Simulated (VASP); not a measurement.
InPd: relaxation of cell and atoms with PW91

The system is InPd.

```
In Pd
1.0
     3.27188    0.00000    0.00000
     0.00000    3.27188    0.00000
     0.00000    0.00000    3.27188
In Pd
1 1
Direct
  0.00000 0.00000 0.00000
  0.50000 0.50000 0.50000
```

The cell comes from a database or a generator and needn't be the stable form of this composition.

| Quantity | Value |
| --- | --- |
| Program | VASP 6.6.1 |
| Task | relaxation of cell and atoms |
| Functional | PW91 |
| Potentials or basis | VASP PAW PBE potentials, release 64 (In_d, Pd) |
| Cutoff | 600 eV |
| k mesh | 8 × 8 × 8 |
| Occupations | fermi-dirac, width 0.05 eV |
| Spin | no spin polarisation |
| Further INCAR settings | ALGO = Normal; EDIFF = 1e-06; IBRION = 2; EDIFFG = -0.01; NSW = 60; ISIF = 3 |

```json
{"Relaxed volume": "18.11 Å³/atom", "Relaxed cell": "a = 3.309 Å, b = 3.309 Å, c = 3.309 Å, α = 90.00°, β = 90.00°, γ = 90.00°", "Space group after relaxing (to 0.05 Å)": "Pm-3m (No. 221)", "Energy gained by relaxing": "7.1 meV/atom", "Ionic steps": "5", "Pressure after relaxing": "-0.1 GPa", "Band gap on the k mesh": "none (metal or under the smearing width)"}
```

Step by step:
| step | energy change (eV) | largest force (eV/Å) | pressure (GPa) | volume (Å³) |
| --- | --- | --- | --- | --- |
| 1 | 0.0000 | 0.0000 | 4.10 | 35.03 |
| 2 | -0.0018 | 0.0000 | -3.25 | 37.35 |
| 3 | -0.0143 | 0.0000 | 0.23 | 36.18 |
| 4 | -0.0142 | 0.0000 | -0.30 | 36.26 |
| 5 | -0.0143 | 0.0000 | -0.06 | 36.22 |

Final structure:
```cif
data_structure
_symmetry_space_group_name_H-M 'P 1'
_symmetry_Int_Tables_number 1
_cell_length_a 3.3085
_cell_length_b 3.3085
_cell_length_c 3.3085
_cell_angle_alpha 90.000
_cell_angle_beta 90.000
_cell_angle_gamma 90.000
_cell_volume 36.22
loop_
_atom_site_label
_atom_site_type_symbol
_atom_site_fract_x
_atom_site_fract_y
_atom_site_fract_z
_atom_site_occupancy
In1 In 0.00000 0.00000 0.00000 1
Pd1 Pd 0.50000 0.50000 0.50000 1
```

Levels at points of the mesh, in eV from the Fermi level:
```tsv
k point	band 9	band 10	band 11	band 12	band 13	band 14
(0.00, 0.00, 0.00)	-2.12	-2.12	-2.12	4.23	4.23	4.23
(0.50, 0.00, 0.00)	-3.05	-3.05	-2.19	-1.01	9.33	9.33
(0.50, 0.50, 0.00)	-2.51	-2.10	-2.10	-1.57	1.37	2.46
(0.50, 0.50, 0.50)	-1.53	-1.53	-0.17	3.86	3.86	3.86
```

Wall time 82 s on 1 thread of Intel(R) Xeon(R) Platinum 8175M CPU @ 2.50GHz (Skylake/Cascade Lake) (shared host), peak memory 0.17 GiB.

Caveat: the PAW data sets were made with another functional, which shifts forces and pressure a little.
